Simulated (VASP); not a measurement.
Input for VASP

POSCAR:
```
BeO
1
    1.3500000000    -2.3382690000     0.0000000000
    1.3500000000     2.3382690000     0.0000000000
    0.0000000000     0.0000000000     4.3800000000
Be O
2 2
Direct
  0.6666670000   0.3333330000   0.5000000000
  0.3333330000   0.6666670000   0.0000000000
  0.6666670000   0.3333330000   0.8780000000
  0.3333330000   0.6666670000   0.3780000000
```

**INCAR**
```
SYSTEM = BeO
PREC = Accurate
ENCUT = 520
EDIFF = 1E-6
NELM = 100
ALGO = Normal
LREAL = .FALSE.
LASPH = .TRUE.
ISMEAR = 0
SIGMA = 0.05
GGA = PE
LWAVE = .FALSE.
LCHARG = .FALSE.
ISIF = 2
LSORBIT = .TRUE.
MAGMOM = 0 0 0 0 0 0 0 0 0 0 0 0
GGA_COMPAT = .FALSE.
```

File KPOINTS:
```
Automatic mesh
0
Gamma
7 7 4
0 0 0
```

POTCAR, in this order: Be O (PBE.64 set). Program: vasp_std.

What VASP printed:

standard output:
```
 POSCAR found type information on POSCAR BeO
 POSCAR found :  2 types and       4 ions
 Reading from existing POTCAR

 -----------------------------------------------------------------------------
|                                                                             |
|     EEEEEEE  RRRRRR   RRRRRR   OOOOOOO  RRRRRR      ###     ###     ###     |
|     E        R     R  R     R  O     O  R     R     ###     ###     ###     |
|     E        R     R  R     R  O     O  R     R     ###     ###     ###     |
|     EEEEE    RRRRRR   RRRRRR   O     O  RRRRRR       #       #       #      |
|     E        R   R    R   R    O     O  R   R                               |
|     E        R    R   R    R   O     O  R    R      ###     ###     ###     |
|     EEEEEEE  R     R  R     R  OOOOOOO  R     R     ###     ###     ###     |
|                                                                             |
|     ERROR: Noncollinear calculations require that VASP is compiled          |
|     without the flag -DNGXhalf and-DNGZhalf.                                |
|     You probably tried to run a noncollinear calculation                    |
|     (LNONCOLLINEAR=T) with the executable vasp_std. Use vasp_ncl            |
|     instead!                                                                |
|                                                                             |
|       ---->  I REFUSE TO CONTINUE WITH THIS SICK JOB ... BYE!!! <----       |
|                                                                             |
 -----------------------------------------------------------------------------
```

Problem. Read the log: what went wrong, and how is it fixed?

Solution. The cause: LSORBIT needs the non-collinear program vasp_ncl. VASP stops with an error: ERROR: Noncollinear calculations require that VASP is compiled without the flag -DNGXhalf and-DNGZhalf. You probably tried to run a noncollinear calculation (LNONCOLLINEAR=T) with the executable vasp_std. Use vasp_ncl instead! ----> I REFUSE TO CONTINUE WITH THIS SICK JOB ... BYE!!! <---- To mend it, run vasp_ncl.

The mended run (PBE GGA with spin-orbit coupling, plane waves, VASP's PBE PAW potentials (set 64)) converges, and its OSZICAR ends with
```
   1 F= -.28456101E+02 E0= -.28456101E+02  d E =-.171750E-16  mag=    -0.0000    -0.0000    -0.0000
```

The compound is BeO in the wurtzite structure. The cell was not relaxed at this level.
